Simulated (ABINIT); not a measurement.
# Bi (R-3m) in ABINIT: reference runs, part 2 of 2

ABINIT 10.8.3 (patched build).

### 3 Single point, PBE (atoms moved at random, drawn with an rms of 0.05 Å)

The input, run.abi:

```
pp_dirpath "./"
pseudos "Bi.GGA_PBE-JTH.xml"

acell 3*1.0
rprim
     4.2849539876     2.4739193382     7.4417414788
    -4.2849539876     2.4739193382     7.4417414788
     0.0000000000    -4.9478386764     7.4417414788
ntypat 1
znucl 83
natom 2
typat 1 1
xred
     0.7724340000     0.7862450000     0.7540610000
     0.2322200000     0.2385820000     0.2322520000
chkprim 0
chksymtnons 0
tolsym 1.0e-6

ecut 598.650497 eV
pawecutdg 44.0

kptopt 1
ngkpt 7 7 7
nshiftk 1
shiftk 0.0 0.0 0.0

ixc 11

nband 19
occopt 3
tsmear 0.05 eV

nstep 100
tolvrs 1.0e-9

iomode 3
prtwf 0
prtden 0
prteig 0
prtebands 0
enunit 2
```

Potentials or basis: JTH PAW PBE v2.0.

The run is started by

```bash
$ abinit run.abi > log 2>&1
```

run.abo:

```text
.Version 10.8.3 of ABINIT
 Symmetries : space group P-1 (#  2); Bravais aP (primitive triclinic)
================================================================================
 Values of the parameters that define the memory need of the present run
     intxc =       0    ionmov =       0      iscf =      17    lmnmax =      18
     lnmax =       6     mgfft =      40  mpssoang =       3    mqgrid =    3001
     natom =       2  nloc_mem =       2    nspden =       1   nspinor =       1
    nsppol =       1      nsym =       2    n1xccc =       1    ntypat =       1
    occopt =       3   xclevel =       2
       mpw =        2353          nfft =       64000          nkpt =         172
 PAW method is used; the additional fine FFT grid is defined by:
   mgfftf=        54    nfftf =    157464
================================================================================
================================================================================

[... 252 lines left out ...]
- sigma(1 1)= -2.25041754E+00  sigma(3 2)= -9.12859549E-01
- sigma(2 2)= -3.33283211E+00  sigma(3 1)=  2.32977698E-01
- sigma(3 3)= -2.68076396E+00  sigma(2 1)= -1.29641945E-01

== END DATASET(S) ==============================================================
================================================================================

 -outvars: echo values of variables after computation  --------
            acell      1.0000000000E+00  1.0000000000E+00  1.0000000000E+00 Bohr
           etotal     -1.4430815295E+02
            fcart      9.2000733958E-04 -3.8196113682E-03 -9.4587455786E-03
                      -9.2000733958E-04  3.8196113682E-03  9.4587455786E-03
            rprim      4.2849539876E+00  2.4739193382E+00  7.4417414788E+00
                      -4.2849539876E+00  2.4739193382E+00  7.4417414788E+00
                       0.0000000000E+00 -4.9478386764E+00  7.4417414788E+00
           strten     -7.6490137558E-05 -1.1328066087E-04 -9.1117314942E-05
                      -3.1027465428E-05  7.9187509987E-06 -4.4064401620E-06
           xangst     -3.1316442479E-02  6.6186278671E-02  9.1075701139E+00
                      -1.4425834990E-02  8.2449746439E-03  2.7686266501E+00
             xred      7.7243400000E-01  7.8624500000E-01  7.5406100000E-01
                       2.3222000000E-01  2.3858200000E-01  2.3225200000E-01
 Calculation completed.
```

Run time: 5.4 min. Hardware: 1 thread of Arm Neoverse V1, shared host; peak memory 0.36 GiB.

Results:

```yaml
Free_energy: -3926.8249 eV
Pressure: 2.8 GPa
Largest_force: 0.527 eV/Å
Band_gap_on_the_k_mesh: 0.24 eV, indirect (least direct gap 0.52 eV)
Valence_electrons_inside_the_program's_atomic_spheres: Bi 12.18 (radii [1.2765] Å)
```

Forces on the atoms (eV/Å):
```
Bi   0.047 -0.196 -0.486
Bi  -0.047  0.196  0.486
```

Stress tensor (GPa, compression positive):
```
 2.25  0.13 -0.23
 0.13  3.33  0.91
-0.23  0.91  2.68
```

Caveat: spin-orbit coupling is left out, which as a rule narrows the gap of such compounds by several tenths of an eV; an odd mesh through Γ misses points on the zone boundary, where band edges often lie.

### 4 Equation of state, PBE

The input, run.abi:

```
# Datasets: one volume each
ndtset 7
getwfk -1
scalecart1 3*0.9795861087
scalecart2 3*0.9864848297
scalecart3 3*0.9932883884
scalecart4 3*1.0000000000
scalecart5 3*1.0066227096
scalecart6 3*1.0131594038
scalecart7 3*1.0196128224

# Pseudopotentials
pp_dirpath "./"
pseudos "Bi.GGA_PBE-JTH.xml"

# Structure
acell 3*1.0 Angstrom
rprim
     2.2675000000     1.3091417354     3.9380000000
    -2.2675000000     1.3091417354     3.9380000000
     0.0000000000    -2.6182834708     3.9380000000
ntypat 1
znucl 83
natom 2
typat 1 1
xred
     0.7660000000     0.7660000000     0.7660000000
     0.2340000000     0.2340000000     0.2340000000

# Plane-wave basis
ecut 22.0
pawecutdg 44.0

# k points
kptopt 1
ngkpt 7 7 7
nshiftk 1
shiftk 0.0 0.0 0.0

# Exchange and correlation
ixc 11

# Bands and occupations
nband 19
occopt 3
tsmear 0.05 eV

# SCF cycle
nstep 100
tolvrs 1.0e-9

# Output
iomode 3
prtwf 1
prtden 0
prteig 0
prtebands 0
enunit 2
```

The run is started by

```bash
$ abinit run.abi > log 2>&1
```

It took 8 min on 1 thread of Arm Neoverse V1, shared host; peak memory 0.25 GiB.

It converged, with:

```
Equilibrium volume                        : 36.65 Å³/atom
Bulk modulus at fixed shape and positions : 43 GPa
Pressure derivative of the bulk modulus   : 4.7
```

Energy against volume, from the lowest point:
```csv
volume (Å³/atom),energy (meV/atom)
32.965,60.81
33.667,38.25
34.368,21.45
35.070,9.83
35.771,2.84
36.472,0.00
37.174,0.89
```

Caveat: pressures at fixed basis lie under the slope of the energies; the cell was scaled at fixed shape and fractional positions, which overstates the stiffness of a crystal with free parameters, most of all of layers and chains; spin-orbit coupling is left out, which moves the levels of the heavy elements.

### 5 Overview

```tsv
task	cell	gap on the mesh (eV)	pressure (GPa)	largest force (eV/Å)
single point	as given	0.27	2.1	0.21
single point	atoms moved at random, drawn with an rms of 0.05 Å	0.24	2.8	0.53
equation of state	as given	-	-	-
```

Alike in all rows: level PBE; potentials or basis JTH PAW PBE v2.0; no spin polarisation; k mesh 7 × 7 × 7; cutoff (eV) 599; smearing fermi-dirac 0.05 eV.

Caveats: spin-orbit coupling is left out, which as a rule narrows the gap of such compounds by several tenths of an eV (some runs); an odd mesh through Γ misses points on the zone boundary, where band edges often lie (some runs); pressures at fixed basis lie under the slope of the energies (some runs); the cell was scaled at fixed shape and fractional positions, which overstates the stiffness of a crystal with free parameters, most of all of layers and chains (some runs); spin-orbit coupling is left out, which moves the levels of the heavy elements (some runs).

Total energies depend on the potentials used, so only differences within one code and one set of settings carry meaning.
